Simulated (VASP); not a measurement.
# GaSb (Fm-3m) in VASP: further runs, part 2 of 2

VASP 6.6.1.

## 3. Single point, PBEsol

This run uses another cell than the first one, of 22.43 Å³/atom, 0.983 times its volume.

File INCAR:

```
SYSTEM = GaSb
ALGO = Fast
EDIFF = 1E-7
ENCUT = 520
GGA = PS
ISIF = 2
ISMEAR = 0
LASPH = .True.
LCHARG = .False.
LREAL = .False.
LWAVE = .False.
NBANDS = 16
NELM = 60
PREC = Accurate
SIGMA = 0.05
```

File KPOINTS:

```
k-points
0
Gamma
  6 6 6
  0 0 0
```

File POSCAR:

```
GaSb
1.0
    0.0000000000      2.8200000000      2.8200000000
    2.8200000000      0.0000000000      2.8200000000
    2.8200000000      2.8200000000      0.0000000000
Ga Sb
1 1
Direct
    0.0000000000      0.0000000000      0.0000000000
    0.5000000000      0.5000000000      0.5000000000
```

Potentials or basis: VASP PAW PBE potentials, release 64 (Ga_d, Sb).

On the command line:

```sh
> cat potpaw_PBE.64/Ga_d/POTCAR potpaw_PBE.64/Sb/POTCAR > POTCAR
> mpirun -np 1 vasp_std > vasp.out
```

OUTCAR:

```text
SYSTEM = GaSb
   EDIFF = 1E-7
   ENCUT = 520
   GGA = PS
   ISIF = 2
   ISMEAR = 0
   LASPH = .True.
   LREAL = .False.
   NELM = 60
   PREC = Accurate

 ion  position               nearest neighbor table
   1  0.000  0.000  0.000-   2 2.82   2 2.82   2 2.82   2 2.82   2 2.82   2 2.82
   2  0.500  0.500  0.500-   1 2.82   1 2.82   1 2.82   1 2.82   1 2.82   1 2.82

  LATTYP: Found a face centered cubic cell.
 ALAT       =     5.6400000000

  Lattice vectors:

 A1 = (   0.0000000000,   2.8200000000,   2.8200000000)
 A2 = (   2.8200000000,   0.0000000000,   2.8200000000)
 A3 = (   2.8200000000,   2.8200000000,   0.0000000000)

Analysis of symmetry for initial positions (statically):
=====================================================================
 Subroutine PRICEL returns:
 Original cell was already a primitive cell.

 Routine SETGRP: Setting up the symmetry group for a
 face centered cubic supercell.

 Subroutine GETGRP returns: Found 48 space group operations
 (whereof 48 operations were pure point group operations)
 out of a pool of 48 trial point group operations.

The static configuration has the point symmetry O_h .

Analysis of symmetry for dynamics (positions and initial velocities):
=====================================================================
 Subroutine PRICEL returns:
 Original cell was already a primitive cell.

 Routine SETGRP: Setting up the symmetry group for a
 face centered cubic supercell.

 Subroutine GETGRP returns: Found 48 space group operations
 (whereof 48 operations were pure point group operations)
 out of a pool of 48 trial point group operations.

The dynamic configuration has the point symmetry O_h .

 Subroutine INISYM returns: Found 48 space group operations
 (whereof 48 operations are pure point group operations),
 and found     1 'primitive' translations

----------------------------------------------------------------------------------------

                                     Primitive cell

  volume of cell :      44.8515

  direct lattice vectors                    reciprocal lattice vectors
     0.000000000  2.820000000  2.820000000    -0.177304965  0.177304965  0.177304965
     2.820000000  0.000000000  2.820000000     0.177304965 -0.177304965  0.177304965
     2.820000000  2.820000000  0.000000000     0.177304965  0.177304965 -0.177304965

  length of vectors
     3.988082246  3.988082246  3.988082246     0.307101207  0.307101207  0.307101207

  position of ions in fractional coordinates (direct lattice)
     0.000000000  0.000000000  0.000000000
     0.500000000  0.500000000  0.500000000

  ion indices of the primitive-cell ions
   primitive index   ion index
                 1           1
                 2           2

----------------------------------------------------------------------------------------

 KPOINTS: k-points

Automatic generation of k-mesh.
 Grid dimensions read from file:
 generate k-points for:    6    6    6

 Generating k-lattice:

  Cartesian coordinates                     Fractional coordinates (reciprocal lattice)
    -0.029550827  0.029550827  0.029550827     0.166666667  0.000000000  0.000000000
     0.029550827 -0.029550827  0.029550827     0.000000000  0.166666667  0.000000000
     0.029550827  0.029550827 -0.029550827     0.000000000  0.000000000  0.166666667

  Length of vectors
     0.051183535  0.051183535  0.051183535

  Shift w.r.t. Gamma in fractional coordinates (k-lattice)
     0.000000000  0.000000000  0.000000000

 Subroutine IBZKPT returns following result:
 ===========================================

 Found     16 irreducible k-points:

 Following reciprocal coordinates:
            Coordinates               Weight
  0.000000  0.000000  0.000000      1.000000
  0.166667  0.000000  0.000000      8.000000
  0.333333  0.000000  0.000000      8.000000
  0.500000  0.000000  0.000000      4.000000
  0.166667  0.166667  0.000000      6.000000
  0.333333  0.166667  0.000000     24.000000
[... 8 lines left out ...]
 -0.333333  0.333333  0.166667     24.000000
 -0.333333  0.500000  0.166667     12.000000
   k-points           NKPTS =     16   k-points in BZ     NKDIM =     16   number of bands    NBANDS=     16
   number of dos      NEDOS =    301   number of ions     NIONS =      2
   total plane-waves  NPLWV =  27000
   dimension x,y,z NGX =    30 NGY =   30 NGZ =   30
   dimension x,y,z NGXF=    60 NGYF=   60 NGZF=   60
   ions per type =               1   1
   NGX,Y,Z   is equivalent  to a cutoff of  12.51, 12.51, 12.51 a.u.
   NGXF,Y,Z  is equivalent  to a cutoff of  25.01, 25.01, 25.01 a.u.
 SYSTEM =  GaSb
   PREC   = accura    normal or accurate (medium, high low for compatibility)
   ISTART =      0    job   : 0-new  1-cont  2-samecut
   ICHARG =      2    charge: 1-file 2-atom 10-const
   ISPIN  =      1    spin polarized calculation?
   LNONCOLLINEAR =      F non collinear calculations
   LSORBIT =      F    spin-orbit coupling
   LASPH  =      T    aspherical Exc in radial PAW
   ENCUT  =  520.0 eV  38.22 Ry    6.18 a.u.   7.42  7.42  7.42*2*pi/ulx,y,z
   NELM   =     60;   NELMIN=  2; NELMDL= -5     # of ELM steps
   EDIFF  = 0.1E-06   stopping-criterion for ELM
   LREAL  =      F    real-space projection
   EDIFFG = 0.1E-05   stopping-criterion for IOM
   NSW    =      0    number of steps for IOM
   IBRION =     -1    ionic relax: 0-MD 1-quasi-New 2-CG
   NFREE  =      0    steps in history (QN), initial steepest desc. (CG)
   ISIF   =      2    stress and relaxation
   ISYM   =      2    0-nonsym 1-usesym 2-fastsym
   POTIM  = 0.5000    time-step for ionic-motion
   TEBEG  =    0.0;   TEEND  =   0.0 temperature during run
   PSTRESS=    0.0 pullay stress
   NELECT =      18.0000    total number of electrons
   NUPDOWN=      -1.0000    fix difference up-down
   EMIN   =  10.00;   EMAX   =-10.00  energy-range for DOS
   EFERMI =   0.00;   METHOD = LEGACY
   ISMEAR =     0;   SIGMA  =   0.05  broadening in eV -4-tet -1-fermi 0-gaus
   EFERMI_NEDOS =   21; number of points for ismear=-14 and -15
   IALGO  =     68    algorithm
   IMIX   =      4    mixing-type and parameters
     AMIX     =   0.40;   BMIX     =  1.00
     AMIX_MAG =   1.60;   BMIX_MAG =  1.00
  volume/ion in A,a.u.               =      22.43       151.34
  Fermi-wavevector in a.u.,A,eV,Ry     =   1.207554  2.281946 19.839834  1.458187
  Thomas-Fermi vector in A             =   2.343188
   LORBIT       =      0    0 simple, 1 ext, 2 COOP (PROOUT), +10 PAW based schemes
   GGA     = PS    functional components
   LHFCALC =     F    Hartree Fock is set to
   AEXX    =    0.0000 exact exchange contribution
   IVDW    =     0    specifies the selected vdW correction
   LEPSILON=     F    determine dielectric tensor
   LRPA    =     F    only Hartree local field effects (RPA)
 non-spin polarized calculation
 RMM-DIIS sequential band-by-band and
 Gauss-broadening in eV      SIGMA  =   0.05
  energy-cutoff  :      520.00
  volume of cell :       44.85
 maximum number of plane-waves:      1243
 NGX is ok and might be reduce to    30
   NGX = 15   NGY = 15   NGZ = 15

 number of electron      18.0000000 magnetization

 Free energy of the ion-electron system (eV)
  ---------------------------------------------------
  ext. energy  EPLUGINS =         0.00000000
  ---------------------------------------------------
  free energy    TOTEN  =        -7.79943421 eV

  energy without entropy =       -7.79606051  energy(sigma->0) =       -7.79774736

 E-fermi :   7.2762     XC(G=0): -10.6640

 val. band max:        7.2694880590   @ k =   0.1667   0.0000   0.0000
 cond. band min:       7.2774020326   @ k =   0.0000   0.0000   0.0000
 fundamental gap:      0.0079139736
 Fermi energy:         7.2761898447

 k-point     1 :       0.0000    0.0000    0.0000
  band No.  band energies     occupation
      1      -7.8199      2.00000
      2      -7.8199      2.00000
      3      -7.7961      2.00000
      4      -7.7961      2.00000
      5      -7.7961      2.00000
      6      -5.2834      2.00000
[... 8 lines left out ...]
     15      13.5577      0.00000
     16      13.5577      0.00000
[... 267 lines left out ...]
 k-point    16 :      -0.3333    0.5000    0.1667
  band No.  band energies     occupation
      1      -7.9047      2.00000
      2      -7.8219      2.00000
      3      -7.8012      2.00000
      4      -7.7784      2.00000
      5      -7.7653      2.00000
      6      -1.6172      2.00000
[... 8 lines left out ...]
     15      18.6240      0.00000
     16      21.0578      0.00000

------------------------ aborting loop because EDIFF is reached ----------------------------------------

  FORCE on cell =-STRESS in cart. coord.  units (eV):
  Direction    XX          YY          ZZ          XY          YZ          ZX
  --------------------------------------------------------------------------------------
  -------------------------------------------------------------------------------------
  Total        0.6216462      0.6216462      0.6216462     -0.0000000      0.0000000      0.0000000
  in kB       22.2063183     22.2063183     22.2063183     -0.0000000      0.0000000      0.0000000
  external PRESSURE =      22.2063183 kB  Pullay stress =       0.0000000 kB

 VOLUME and BASIS-vectors are now :
 -----------------------------------------------------------------------------
  energy-cutoff  :      520.00
  volume of cell :       44.85
      direct lattice vectors                 reciprocal lattice vectors
     0.000000000  2.820000000  2.820000000    -0.177304965  0.177304965  0.177304965
     2.820000000  0.000000000  2.820000000     0.177304965 -0.177304965  0.177304965
     2.820000000  2.820000000  0.000000000     0.177304965  0.177304965 -0.177304965

 POSITION                                       TOTAL-FORCE (eV/Angst)
 -----------------------------------------------------------------------------------
      0.00000      0.00000      0.00000        -0.000000      0.000000      0.000000
      2.82000      2.82000      2.82000         0.000000     -0.000000     -0.000000
 -----------------------------------------------------------------------------------
    total drift:                               -0.000000      0.000000      0.000000

  FREE ENERGIE OF THE ION-ELECTRON SYSTEM (eV)
  ---------------------------------------------------
  free  energy   TOTEN  =        -7.7994342066 eV

  energy  without entropy=       -7.7960605068  energy(sigma->0) =       -7.79774736
```

OSZICAR:

```text
N       E                     dE             d eps       ncg     rms          rms(c)
DAV:   1     0.785845323689E+02    0.78585E+02   -0.86572E+03   528   0.151E+03
DAV:   2    -0.265891895090E+01   -0.81243E+02   -0.78670E+02   616   0.299E+02
DAV:   3    -0.776416141306E+01   -0.51052E+01   -0.50903E+01   632   0.592E+01
DAV:   4    -0.784126146268E+01   -0.77100E-01   -0.77086E-01   616   0.801E+00
DAV:   5    -0.784320868485E+01   -0.19472E-02   -0.19472E-02   648   0.113E+00    0.266E+00
RMM:   6    -0.780509668323E+01    0.38112E-01   -0.73295E-02   696   0.304E+00    0.156E+00
RMM:   7    -0.780006899330E+01    0.50277E-02   -0.14354E-02   706   0.106E+00    0.424E-01
RMM:   8    -0.779940054441E+01    0.66845E-03   -0.22415E-03   743   0.516E-01    0.538E-02
RMM:   9    -0.779942940814E+01   -0.28864E-04   -0.34686E-04   820   0.159E-01    0.348E-02
RMM:  10    -0.779943301477E+01   -0.36066E-05   -0.55501E-05   786   0.716E-02    0.150E-02
RMM:  11    -0.779943441268E+01   -0.13979E-05   -0.14199E-05   838   0.349E-02    0.615E-03
RMM:  12    -0.779943429259E+01    0.12009E-06   -0.33081E-06   803   0.172E-02    0.214E-03
RMM:  13    -0.779943420655E+01    0.86031E-07   -0.77448E-07   665   0.871E-03
   1 F= -.77994342E+01 E0= -.77977474E+01  d E =-.337370E-02
```

It took 9.8 s on 1 thread of Intel Xeon Platinum 8488C (Sapphire Rapids), shared host; peak memory 0.16 GiB.

Results:

```
Free energy            : -7.7994 eV
Pressure               : 2.2 GPa
Band gap on the k mesh : none (metal or under the smearing width)
```

Caveat: the PAW data sets were made with another functional, which shifts forces and pressure a little. Spin-orbit coupling is left out, which matters for the levels of Sb.

## 4. Single point, PBEsol

This run uses another cell than the first one, of 23.09 Å³/atom, 1.012 times its volume.

File INCAR:

```
SYSTEM = GaSb
PREC = Accurate ; ENCUT = 520
EDIFF = 1E-6 ; ISMEAR = 0
SIGMA = 0.05 ; LREAL = .FALSE.
LASPH = .TRUE. ; NELM = 100
ALGO = Fast ; ISIF = 2
LWAVE = .FALSE. ; LCHARG = .FALSE.
GGA = PS ; NBANDS = 16
```

File KPOINTS:

```
regular mesh
0
G
  6 6 6
  0 0 0
```

File POSCAR:

```
GaSb
1.0
    0.0000000000      2.8474919635      2.8474919635
    2.8474919635      0.0000000000      2.8474919635
    2.8474919635      2.8474919635      0.0000000000
Ga Sb
1 1
Direct
    0.0000000000      0.0000000000      0.0000000000
    0.5000000000      0.5000000000      0.5000000000
```

On the command line:

```sh
> cat potpaw_PBE.64/Ga_d/POTCAR potpaw_PBE.64/Sb/POTCAR > POTCAR
> mpirun -np 1 vasp_std > vasp.out
```

Wall time 9 s (1 thread of Intel Xeon Platinum 8488C (Sapphire Rapids), shared host); peak memory 0.16 GiB.

It converged, with:

* Free energy: -7.8089 eV
* Pressure: 0.3 GPa
* Band gap on the k mesh: none (metal or under the smearing width)

Levels at points of the mesh, in eV from the Fermi level:
```
           k point  band 5  band 6  band 7  band 8  band 9  band 10  band 11  band 12  band 13  band 14
(0.00, 0.00, 0.00)  -15.03  -12.33    0.00    0.00    0.00     0.00     6.15     6.15     6.15     6.17
(0.50, 0.00, 0.00)  -15.02   -9.81   -7.79    0.35    0.35     1.98     1.98     2.60     2.83    11.37
(0.50, 0.50, 0.00)  -15.00   -9.06   -5.51   -4.12   -2.67    -2.67     2.73     9.03     9.03    11.87
```

Caveat: the PAW data sets were made with another functional, which shifts forces and pressure a little.

## 5. Overview

```csv
cell,gap on the mesh (eV),pressure (GPa)
"Fm-3m, 22.81 Å³/atom",none,0.9
"Fm-3m, 22.43 Å³/atom",none,2.2
"Fm-3m, 23.09 Å³/atom",none,0.3
```

Alike in all rows: task single point; level PBEsol; potentials or basis VASP PAW PBE potentials, release 64 (Ga_d, Sb); no spin polarisation; k mesh 6 × 6 × 6; cutoff (eV) 520; smearing gaussian 0.05 eV.

Every run on the cell as given and a fine mesh finds a metal.

Caveats: the PAW data sets were made with another functional, which shifts forces and pressure a little.

Absolute energies hang on the potentials; compare differences alone.
